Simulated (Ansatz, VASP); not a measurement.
This is a calculation of HgTe for Ansatz 0.2.0.

input.yaml

```yaml
crystal:
  lattice:
    - [0.0, 3.18, 3.18]
    - [3.18, 0.0, 3.18]
    - [3.18, 3.18, 0.0]
  atoms:
    - { symbol: Hg, position: [0.0, 0.0, 0.0] }
    - { symbol: Te, position: [0.5, 0.5, 0.5] }
hamiltonian:
  xc: pbesol
  pseudopotentials: { kind: paw }
kpoints:
  mp_grid: { grid: [7, 7, 7] }
scf:
  occupations: { method: fermi_dirac, width: 0.05 }
output:
  forces: true
  stress: true
  eigenvalues: true
relax:
  f_tol: 0.01
  max_steps: 40
  cell: { stress_tol: 0.05 }
```

Potentials or basis: Ansatz PAW.

Launch:

```console
$ ansatz run input.yaml --threads 2 --pin off --max-ram 5632MiB --backend cpu --events-out ev --progress --plain --runs-dir out
```

Translate it to VASP 6.6.1. Potentials there: VASP PAW PBE potentials, release 64 (Hg, Te).

As run (the cutoff follows the program's own potentials):

File INCAR:

```
SYSTEM = HgTe
PREC = Accurate
ENCUT = 600
EDIFF = 1E-7
ISMEAR = -1
SIGMA = 0.05
LREAL = .FALSE.
LASPH = .TRUE.
NELM = 60
ALGO = Normal
ISIF = 3
LWAVE = .FALSE.
LCHARG = .FALSE.
GGA = PS
IBRION = 2
NSW = 60
EDIFFG = -0.01
```

Contents of KPOINTS:

```
regular mesh
0
G
  7 7 7
  0 0 0
```

File POSCAR:

```
HgTe
1.0
    0.0000000000      3.1800000000      3.1800000000
    3.1800000000      0.0000000000      3.1800000000
    3.1800000000      3.1800000000      0.0000000000
Hg Te
1 1
Direct
    0.0000000000      0.0000000000      0.0000000000
    0.5000000000      0.5000000000      0.5000000000
```

Potentials or basis: VASP PAW PBE potentials, release 64 (Hg, Te).

Run with:

```console
$ cat potpaw_PBE.64/Hg/POTCAR potpaw_PBE.64/Te/POTCAR > POTCAR
$ mpirun -np 1 vasp_std > vasp.out
```

Both were run:

|  | VASP | Ansatz | Ansatz less VASP |
| --- | --- | --- | --- |
| gap on the k mesh at the Fermi level, each at its own relaxed structure (eV) | none | none | - |
| relaxed volume (Å³/atom) | 27.11 | 27.03 | -0.081 |
| relaxed cell length with the largest relative difference (Å) | 4.249 | 4.244 | -0.0042 |
| energy change over the relaxation (meV/atom) | -120 | -126 | -5.2 |

A gap of «none» marks a metal or a gap that the smearing closes. The two sets of potentials don't hold the same shells in valence.

Caveats: the volume moved by over 15 % at a fixed basis, so the end points are rough; the volume moved by -16 % from the deposited cell, more than functionals usually miss; the PAW data sets were made with another functional, which shifts forces and pressure a little (VASP); the plane-wave basis is chosen anew once the cell has moved, so the energies of steps on either side of that aren't comparable (Ansatz); the PAW data sets come from PBE, with cores solved anew for the run's functional, which leaves a small shift of forces and pressure (Ansatz). Spin-orbit coupling is left out, which matters for the levels of Hg, Te.
